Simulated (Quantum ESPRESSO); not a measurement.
# SiC (Moissanite 6H) under changes of volume

One of the cells (10.487 Å³/atom); the others are scaled copies at fixed shape and fractional positions:

```
CELL_PARAMETERS angstrom
3.09500 0.00000 0.00000
-1.54750 2.68035 0.00000
0.00000 0.00000 15.17000
ATOMIC_POSITIONS crystal
Si 0.66667 0.33333 0.45830
Si 0.33333 0.66667 0.95830
Si 0.66667 0.33333 0.79170
Si 0.33333 0.66667 0.29170
Si 0.00000 0.00000 0.62500
Si 0.00000 0.00000 0.12500
C 0.66667 0.33333 0.33330
C 0.33333 0.66667 0.83330
C 0.66667 0.33333 0.66670
C 0.33333 0.66667 0.16670
C 0.00000 0.00000 0.50000
C 0.00000 0.00000 0.00000
```

```yaml
Program: Quantum ESPRESSO 7.5
Functional: PBE
Potentials_or_basis: SSSP 1.3 efficiency PBE
Cutoff: 748 eV
Density_cutoff: 5987 eV
k_mesh: 10 × 10 × 2
Occupations: fermi-dirac, width 0.05 eV
Spin: no spin polarisation
```

```csv
volume (Å³/atom),energy over the lowest point (meV/atom),pressure (GPa),gap on the mesh (eV)
9.858,29.97,15.4,2.01
10.068,13.33,9.9,2.01
10.277,3.55,4.9,2.02
10.487,0.00,0.4,2.02
10.697,?,?,?
10.907,9.27,-7.4,2.03
11.116,21.09,-10.8,2.03
```

What does the run at 10.697 Å³/atom give?

Energy over the lowest point 2.08 meV/atom; pressure -3.7 GPa; gap on the mesh 2.03 eV.

Worked out: A Birch-Murnaghan fit of order 3 (a polynomial in V^(-2/3)) to the other rows has its minimum at 10.51 Å³/atom with B0 = V·E''(V) = 213 GPa and B' = 3.8 at fixed shape and positions, which overstates the stiffness. It gives 2.06 meV/atom at 10.697 Å³/atom, against the run's 2.08, and -dE/dV = -3.6 GPa, against -3.7. A straight line through the other rows of the gap, of slope 0.187 eV per unit of ln V, gives 2.02 eV, against the run's 2.03.

Energies are extrapolated to zero smearing.

A mesh can miss the band edges.
